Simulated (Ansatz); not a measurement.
## Ir (bcc type) under strong compression

```
Ir
1.0
    -1.55519    1.55519    1.55519
     1.55519   -1.55519    1.55519
     1.55519    1.55519   -1.55519
Ir
1
Direct
  0.00000 0.00000 0.00000
```

The cell comes from a relaxation on PAW files under the same functional, begun from a prototype that needn't be the stable phase.

Its volume is scaled at fixed shape and fractional positions.

Computed with Ansatz 0.2.0; functional PBE, scalar-relativistic. Settings: a Γ-centred 17×17×17 k mesh, Fermi–Dirac smearing of 0.05 eV, no spin polarisation. Methods: LAPW: all electrons, basis error target 1 meV/atom; PAW: frozen-core files, cutoff 420 eV; crystal datasets: all electrons, by PAW datasets that the program makes for each cell; norm-conserving: pseudopotentials, cutoff 925 eV; PAW (cutoff 600 eV): frozen-core files, cutoff 600 eV.

Energies are extrapolated to zero smearing and count from the unscaled cell; pressure is positive in compression; gaps take the mesh and a band path. No temperature or zero-point motion is included.

Spin–orbit coupling is left out, which matters for the heavy atoms.

```csv
V/V0,V (Å³/atom),P LAPW (GPa),ΔE LAPW (eV/atom),P PAW − LAPW (GPa),ΔE PAW − LAPW (meV/atom)
1.00,15.05,-0.09,0.000,0.07,0.0
0.88,13.24,53.9,0.265,0.17,1.4
0.78,11.74,140.7,1.137,0.34,3.7
0.68,10.23,?,?,?,?
0.58,8.73,616.3,7.281,2.16,21.4
0.50,7.52,1095,13.527,4.74,46.1
0.43,6.47,1856,22.982,10.27,92.6
```

(1) Fit the Vinet equation to the LAPW pressures shown (residuals weighted by 1/(|P| + 0.03·Pmax)), and predict the pressure of the withheld row.

(2) At the smallest volume, how far do crystal datasets and norm-conserving and PAW (cutoff 600 eV) lie from LAPW in pressure?

(3) How do the Löwdin populations by LAPW change from the unscaled cell to the last row?

## Answers

(1) The fit gives V0 = 15.05 Å³/atom, B0 = 301 GPa and B0′ = 5.23. At 10.23 Å³/atom, x = (V/V0)^(1/3) = 0.8794, and P = 3·B0·(1 − x)/x²·exp[1.5·(B0′ − 1)·(1 − x)] = 303.5 GPa. The run itself gave 302.5 GPa (+0.3 % off) and ΔE = 3.136 eV/atom.

(2) crystal datasets: 0.00 GPa; norm-conserving: +5.42 GPa; PAW (cutoff 600 eV): +9.93 GPa, on a LAPW pressure of 1856 GPa.

(3) Ir 5s 1.98 → 1.90, Ir 6s 0.95 → 0.72, Ir 5p 6.00 → 5.97, Ir 5d 7.89 → 8.26 electrons an atom. These are projections on the shells that the free atoms fill; 0.18 e a cell lies outside them at the start and 0.16 e at the end.
